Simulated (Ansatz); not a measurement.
# CuO (P4/nmm) in Ansatz: a series of runs

The runs below take CuO through band structure, with PBE+U.

All numbers are computed with Ansatz 0.2.0; they aren't measurements. Logs are shortened: lines on timing, memory, paths and dates and some standing lists are left out, and cuts for length are marked.

**1. The crystal as given**

Symmetry: P4/nmm, No. 129, tetragonal system. Conventional cell: a = 3.175 Å, b = 3.175 Å, c = 4.650 Å, α = 90.00°, β = 90.00°, γ = 90.00°. Cu (site symmetry -4m2) is surrounded by 4 O at 2.02 Å and 4 Cu at 2.25 Å. O (site symmetry 4mm) is surrounded by 4 Cu at 2.02 Å.

The cell was built by a generator and needn't be a form met in nature.

**2. Band structure, PBE+U**

Input file input.yaml:

```yaml
crystal:
  lattice:
    - [3.1754955, 0.0, 0.0]
    - [0.0, 3.1754955, 0.0]
    - [0.0, 0.0, 4.64953187]
  atoms:
    - { symbol: Cu, position: [0.0, 0.0, 0.0] }
    - { symbol: Cu, position: [0.5, 0.5, 0.0] }
    - { symbol: O, position: [0.5, 0.0, 0.267] }
    - { symbol: O, position: [0.0, 0.5, 0.733] }
hamiltonian:
  xc: pbe
  pseudopotentials: { kind: paw }
  hubbard: { sites: [{ species: Cu, l: d, u_eff: 2.0 }] }
kpoints:
  mp_grid: { grid: [8, 8, 6] }
  band_path:
    path:
      - [[0.0, 0.0, 0.0], [0.0, 0.5, 0.0], [0.5, 0.5, 0.0], [0.0, 0.0, 0.0], [0.0, 0.0, 0.5], [0.0, 0.5, 0.5], [0.5, 0.5, 0.5], [0.0, 0.0, 0.5]]
      - [[0.0, 0.5, 0.0], [0.0, 0.5, 0.5]]
      - [[0.5, 0.5, 0.0], [0.5, 0.5, 0.5]]
    npoints: 14
scf:
  occupations: { method: fermi_dirac, width: 0.05 }
  n_extra_bands: 10
output:
  forces: true
  stress: true
  eigenvalues: true
  fatbands: false
```

Potentials or basis: Ansatz PAW.

The run is started by

```bash
ansatz run input.yaml --threads 2 --pin off --max-ram 5632MiB --backend cpu --events-out ev --progress --plain --runs-dir out
```

Output:

```text
Warning: RAYON_NUM_THREADS=2 ignored (pool sized by the plan → 2); use --threads N
Cu: projections on atomic orbitals take those of the free atom [Ne] 3s2 3p6 3d10 4s1, of charge +0.00 (hamiltonian.pseudopotentials.projection_atoms); the dataset's partial waves leave at most 2.0e-6 of an orbital's norm unspanned inside its sphere
O: projections on atomic orbitals take those of the free atom [He] 2s2 2p4, of charge +0.00 (hamiltonian.pseudopotentials.projection_atoms); the dataset's partial waves leave at most 1.9e-8 of an orbital's norm unspanned inside its sphere
scf.n_extra_bands = 10 over 25 filled bands (N_el = 50.0): the run solves 35 bands
Engine: ansatz 0.2.0, x86_64-unknown-linux-gnu
Pseudopotentials: kind: paw
Pseudopotential: Cu, paw, valence charge 19, recommended cutoff 420 eV (normal), Cu.paw.azcp
Pseudopotential: O, paw, valence charge 6, recommended cutoff 420 eV (normal), O.paw.azcp
Functional definition: PBE
  parameter kappa = 0.804
  parameter beta = 0.06672455060314922
  exchange = pbe_x(kappa = kappa, mu = beta*pi^2/3)
  correlation = pbe_c(beta = beta)
Crystal: 4 atoms, lattice volume = 46.885 Å³
Basis set: ecut = 420 eV, 935 PW (Γ), exchange–correlation on 48×48×64 points (8 copies of the dense FFT grid, shifted against one another)
Bands: 35, of which v1, the nominal top of the filled ones, is band 25 counted from 1 (24 counted from 0)
Symmetry: 16 space group operations
Space group: P4/nmm (ITA 129), of the structure as read, at distance tolerance 3.6e-5 Å
k-points: 60 of 384
Non-local potential: Cu, projectors of the file, l = 0: 3, l = 1: 2, l = 2: 3, l = 3: 1
Non-local potential: O, projectors of the file, l = 0: 2, l = 1: 2, l = 2: 1
PAW form: soft (Blöchl's): semilocal exchange-correlation on the pseudo side does not see the compensation charge
PAW one-centre angular grid: Cu, 590 points (default); XC on 64 Gauss nodes
PAW one-centre angular grid: O, 110 points (default); XC on 64 Gauss nodes
Initial density: superposition of atomic densities (chi_scale 0.1, normalization cell, long waves of neutral atoms under a Hubbard term (reshape's long-wave potential 0.24 eV rms, cloud 1.98 Å wide))
Initial wavefunctions: pseudopotential atomic-orbital guess
Functional: x = pbe(κ = 0.804, μ = 0.2195149727645171), c = pbe(β = 0.06672455060314922)
SCF iter   1: F=—  HF=-14378.993007 eV  |F-HF|=—  |Δ(HF+E_count)|=         —  Δρ=1.12e-1  dr2=6.33e0  ethr=3.10e-3  ⟨swp⟩=5.8  Hψ=8290  notcnv=0  defer=14
preconditioner: auto → LDOS  [metal: Δε(μ)=0.028 eV  Ē_g=16.218 eV  σ=0.050 eV  W_gap=0.14  n_scr=16 (ndim 8)  ℏωp=31.6 eV  f_vac=0.190  D(μ)=3.93/eV (n_scr^D=44)  β→1.0]
SCF iter   2: F=—  HF=-14380.197964 eV  |F-HF|=—  |Δ(HF+E_count)|=    1.20e0  Δρ=2.11e-1  dr2=1.10e1  ethr=3.10e-3  ⟨swp⟩=3.1  Hψ=4939  notcnv=0  defer=143  recentre
SCF iter   3: F=—  HF=-14378.396409 eV  |F-HF|=—  |Δ(HF+E_count)|=    1.80e0  Δρ=6.74e-2  dr2=2.18e0  ethr=3.10e-3  ⟨swp⟩=2.9  Hψ=4741  notcnv=0  defer=154
SCF iter   4: F=—  HF=-14378.095568 eV  |F-HF|=—  |Δ(HF+E_count)|=   3.01e-1  Δρ=4.49e-2  dr2=5.43e-1  ethr=3.10e-3  ⟨swp⟩=2.0  Hψ=2970  notcnv=0  defer=156
SCF iter   5: F=—  HF=-14378.041033 eV  |F-HF|=—  |Δ(HF+E_count)|=   5.45e-2  Δρ=1.95e-2  dr2=7.15e-2  ethr=1.09e-3  ⟨swp⟩=2.4  Hψ=3259  notcnv=0  defer=156
SCF iter   6: F=—  HF=-14378.089921 eV  |F-HF|=—  |Δ(HF+E_count)|=   4.89e-2  Δρ=1.24e-2  dr2=3.87e-2  ethr=1.43e-4  ⟨swp⟩=2.7  Hψ=3235  notcnv=0  defer=156
SCF iter   7: F=—  HF=-14378.094060 eV  |F-HF|=—  |Δ(HF+E_count)|=   4.14e-3  Δρ=5.14e-3  dr2=5.47e-3  ethr=7.74e-5  ⟨swp⟩=2.0  Hψ=2443  notcnv=0  defer=156
SCF iter   8: F=—  HF=-14378.095878 eV  |F-HF|=—  |Δ(HF+E_count)|=   1.82e-3  Δρ=3.37e-3  dr2=3.19e-3  ethr=1.09e-5  ⟨swp⟩=2.2  Hψ=2990  notcnv=0  defer=151
SCF iter   9: F=—  HF=-14378.095596 eV  |F-HF|=—  |Δ(HF+E_count)|=   2.81e-4  Δρ=2.14e-3  dr2=1.12e-3  ethr=6.38e-6  ⟨swp⟩=1.0  Hψ=2132  notcnv=0  defer=147
SCF iter  10: F=—  HF=-14378.095401 eV  |F-HF|=—  |Δ(HF+E_count)|=   1.95e-4  Δρ=1.34e-3  dr2=4.12e-4  ethr=2.23e-6  ⟨swp⟩=1.6  Hψ=2396  notcnv=0  defer=147
SCF iter  11: F=—  HF=-14378.095373 eV  |F-HF|=—  |Δ(HF+E_count)|=   2.86e-5  Δρ=5.21e-4  dr2=7.33e-5  ethr=8.24e-7  ⟨swp⟩=2.0  Hψ=2839  notcnv=0  defer=147
SCF iter  12: F=—  HF=-14378.095372 eV  |F-HF|=—  |Δ(HF+E_count)|=   7.66e-8  Δρ=4.89e-4  dr2=8.38e-5  ethr=1.47e-7  ⟨swp⟩=2.0  Hψ=2870  notcnv=0  defer=147
SCF iter  13: F=—  HF=-14378.095352 eV  |F-HF|=—  |Δ(HF+E_count)|=   2.07e-5  Δρ=2.50e-4  dr2=7.86e-6  ethr=1.47e-7  ⟨swp⟩=2.0  Hψ=2787  notcnv=0  defer=147
SCF iter  14: F=—  HF=-14378.095356 eV  |F-HF|=—  |Δ(HF+E_count)|=   3.96e-6  Δρ=1.22e-4  dr2=1.58e-6  ethr=1.57e-8  ⟨swp⟩=2.1  Hψ=2828  notcnv=0  defer=147
SCF iter  15: F=—  HF=-14378.095358 eV  |F-HF|=—  |Δ(HF+E_count)|=   1.93e-6  Δρ=5.39e-5  dr2=3.91e-7  ethr=3.16e-9  ⟨swp⟩=2.0  Hψ=2838  notcnv=0  defer=147
SCF iter  16: F=-14378.095358 eV  HF=-14378.095358 eV  |F-HF|=2.77e-8  |Δ(HF+E_count)|=   2.40e-7  Δρ=1.87e-5  dr2=3.74e-8  ethr=2.00e-10  ⟨swp⟩=9.0  Hψ=9781  notcnv=0
SCF 1 converged in 16 iterations: F = -14378.095358 eV  dr2 = 3.74e-8
NSCF: frozen V_eff on 129 k-points
SCF converged after 16 iterations
Free energy (F): -14378.095358 eV
Harris-Foulkes:  -14378.095358 eV  (|F-HF|=2.77e-8)
Internal energy: -14378.045530 eV  (E = F + TS)
E sigma→0 (E₀):  -14378.070444 eV
Entropy (-TS):   -0.049828 eV (-12.457 meV/atom)
Fermi energy:    8.447733 eV
--- Per-component energies (eV) ---
  E_band       = -1019.076160
  E_kinetic    = 942.924027
  E_local      = -12576.857641  (includes V_loc(G=0)·N_el)
  E_nonlocal   = 887.349957
  E_hartree    = 5570.317475
  E_xc         = -323.944339
  E_vxc        = -415.815621  (∫ρ·V_xc dr)
  E_hubbard    = 0.825424  (on-site DFT+U / exact-exchange correction)
  E_vhub       = -17.469607  (the Hubbard potential's part of the band-sum identity)
  E_paw        = -3644.323461  (= ΣΔE_a)
  E_vpaw       = -979.836305  (= ΣTr[D̂ρ^β])
  E_aug_tail   = 0.005545  (compensation charges beyond the density's cutoff)
  E_ewald      = -5234.342517
  E_smearing   = -0.049828  (= −TS)
  E_closure    = -0.000000  (closes the sum)
  Σ components = -14378.095358   (vs F -14378.095358, Δ=0.00e0)
--- Forces (eV/Å), atoms counted from 1 ---
  atom   1  Cu     0.00000000     0.00000000    -0.00000000
  atom   2  Cu    -0.00000000     0.00000000     0.00000000
  atom   3  O      0.00000000     0.00000000    -0.69901343
  atom   4  O     -0.00000000     0.00000000     0.69901343
  max |Σ_I F_I| component: 1.11e-16 eV/Å
--- Stress (GPa, compression-positive) ---
       29.474005       0.000000      -0.000000
        0.000000      29.474005      -0.000000
       -0.000000      -0.000000      -6.708218
  P = ⅓ Tr σ = 17.4133 GPa (174.133 kbar)
--- Band table (eV; the first three rows and the last of 60) ---
  k-point 0: bands = ["-103.4063", "-103.3506", "-60.8893", "-60.8893", "-60.7881", "-60.7403", "-60.6744", "-60.6744", "-9.8911", "-9.1283", "1.9712", "2.7703", "3.3970", "3.3970", "3.5462", "4.8757", "4.8757", "6.2512", "6.5162", "6.8452", "7.2825", "7.2825", "7.6158", "8.1902", "8.9291", "8.9291", "9.8465", "15.2681", "19.7318", "19.7318", "20.9183", "20.9220", "23.7487", "29.1163", "29.2612"]
  k-point 1: bands = ["-103.4063", "-103.3506", "-60.8893", "-60.8893", "-60.7881", "-60.7403", "-60.6744", "-60.6744", "-9.8491", "-9.1737", "2.0075", "2.7023", "3.3703", "3.3703", "3.5464", "4.9110", "4.9110", "6.2571", "6.5208", "6.8452", "7.3123", "7.3123", "7.6158", "8.0030", "8.8869", "8.8869", "10.2616", "15.0937", "19.7274", "19.7274", "21.0178", "21.1252", "23.3907", "27.6970", "28.5406"]
  k-point 2: bands = ["-103.4062", "-103.3506", "-60.8893", "-60.8893", "-60.7881", "-60.7403", "-60.6743", "-60.6743", "-9.7416", "-9.2880", "2.1220", "2.5262", "3.3205", "3.3205", "3.5467", "4.9775", "4.9775", "6.2690", "6.5115", "6.8452", "7.3792", "7.3792", "7.6158", "7.7867", "8.7956", "8.7956", "11.0234", "14.6600", "19.7197", "19.7197", "21.3185", "21.8274", "22.6465", "25.2683", "27.9223"]
  k-point 59: bands = ["-103.3808", "-103.3808", "-60.9176", "-60.9176", "-60.7634", "-60.7634", "-60.6540", "-60.6540", "-9.0828", "-9.0828", "2.6227", "2.6227", "4.3351", "4.3351", "4.6693", "4.6693", "4.8917", "4.8917", "5.7041", "5.7041", "6.4771", "6.4771", "6.5622", "6.5622", "8.0062", "8.0062", "15.2856", "15.2856", "18.0447", "18.0447", "22.0433", "22.0433", "22.6077", "22.6077", "26.7523"]
Occupation matrices written to <dir>
```

Run time: 6.8 s. Hardware: 2 threads of AMD EPYC 7B13 (Zen 3), shared host; peak memory 0.47 GiB.

What came out:

```yaml
Free_energy: -14378.0954 eV
Pressure: 17.4 GPa
Largest_force: 0.699 eV/Å
Band_gap_on_the_k_mesh: none (metal or under the smearing width)
```

Forces in eV/Å, atoms in the order of the input:
```
Cu   0.000  0.000  0.000
Cu   0.000  0.000  0.000
O    0.000  0.000 -0.699
O    0.000  0.000  0.699
```

Levels at the corners of the path, in eV from the Fermi level:
| point | band 22 | band 23 | band 24 | band 25 | band 26 | band 27 |
| --- | --- | --- | --- | --- | --- | --- |
| Γ | -1.17 | -0.83 | -0.26 | 0.48 | 0.48 | 1.40 |
| X | -2.60 | -0.28 | -0.28 | 0.00 | 0.00 | 5.54 |
| M | -1.88 | -1.67 | -1.67 | -0.57 | -0.57 | 5.92 |
| Γ | -1.17 | -0.83 | -0.26 | 0.48 | 0.48 | 1.40 |
| Z | -1.03 | -0.83 | -0.73 | 0.30 | 0.30 | 2.98 |
| R | -2.68 | 0.04 | 0.04 | 0.10 | 0.10 | 5.38 |
| A | -1.97 | -1.89 | -1.89 | -0.44 | -0.44 | 6.84 |
| Z | -1.03 | -0.83 | -0.73 | 0.30 | 0.30 | 2.98 |
| X | -2.60 | -0.28 | -0.28 | 0.00 | 0.00 | 5.54 |
| R | -2.68 | 0.04 | 0.04 | 0.10 | 0.10 | 5.38 |
| M | -1.88 | -1.67 | -1.67 | -0.57 | -0.57 | 5.92 |
| A | -1.97 | -1.89 | -1.89 | -0.44 | -0.44 | 6.84 |

Eigenvalues of the final occupation matrices:
| site | spin | trace | eigenvalues |
| --- | --- | --- | --- |
| site 1 | 1 | 4.78 | 0.92 0.92 0.98 0.98 0.98 |
| site 2 | 1 | 4.78 | 0.92 0.92 0.98 0.98 0.98 |

Caveat: the pressure holds a Pulay correction of +0.7 GPa for the finite cutoff; the run has no spin polarisation, though such a crystal can be magnetic; U without spin polarisation on a metal has little footing.

**3. Band structure, PBE+U**

Changes to input.yaml since step 2:

```diff
@@ -13,3 +13,3 @@
   pseudopotentials: { kind: paw }
-  hubbard: { sites: [{ species: Cu, l: d, u_eff: 2.0 }] }
+  hubbard: { sites: [{ species: Cu, l: d, u_eff: 3.0 }] }
 kpoints:
```

Potentials or basis: Ansatz PAW.

The run is started by

```bash
ansatz run input.yaml --threads 2 --pin off --max-ram 5632MiB --backend cpu --events-out ev --progress --plain --runs-dir out
```

It took 7 s on 2 threads of AMD EPYC 7B13 (Zen 3), shared host; peak memory 0.47 GiB.

It converged, with:

```yaml
Free_energy: -14377.6942 eV
Pressure: 17.8 GPa
Largest_force: 0.583 eV/Å
Band_gap_on_the_k_mesh: none (metal or under the smearing width)
```

Forces on the atoms (eV/Å):
```
Cu   0.000  0.000  0.000
Cu   0.000  0.000  0.000
O    0.000  0.000 -0.583
O    0.000  0.000  0.583
```

Stress tensor (GPa, compression positive):
```
29.64  0.00  0.00
 0.00 29.64  0.00
 0.00  0.00 -5.79
```

Levels at the corners of the path, in eV from the Fermi level:
```
point  band 22  band 23  band 24  band 25  band 26  band 27
    Γ    -1.21    -1.02    -0.22     0.50     0.50     1.53
    X    -2.73    -0.30    -0.30     0.01     0.01     5.68
    M    -2.03    -1.72    -1.72    -0.66    -0.66     6.09
    Γ    -1.21    -1.02    -0.22     0.50     0.50     1.53
    Z    -1.06    -1.02    -0.71     0.31     0.31     3.11
    R    -2.83     0.05     0.05     0.10     0.10     5.52
    A    -2.06    -2.03    -2.03    -0.52    -0.52     7.00
    Z    -1.06    -1.02    -0.71     0.31     0.31     3.11
    X    -2.73    -0.30    -0.30     0.01     0.01     5.68
    R    -2.83     0.05     0.05     0.10     0.10     5.52
    M    -2.03    -1.72    -1.72    -0.66    -0.66     6.09
    A    -2.06    -2.03    -2.03    -0.52    -0.52     7.00
```

Eigenvalues of the final occupation matrices:
```
  site  spin  trace               eigenvalues
site 1     1   4.79  0.93 0.93 0.98 0.98 0.98
site 2     1   4.79  0.93 0.93 0.98 0.98 0.98
```

Caveat: the pressure holds a Pulay correction of +0.7 GPa for the finite cutoff; the run has no spin polarisation, though such a crystal can be magnetic; U without spin polarisation on a metal has little footing.
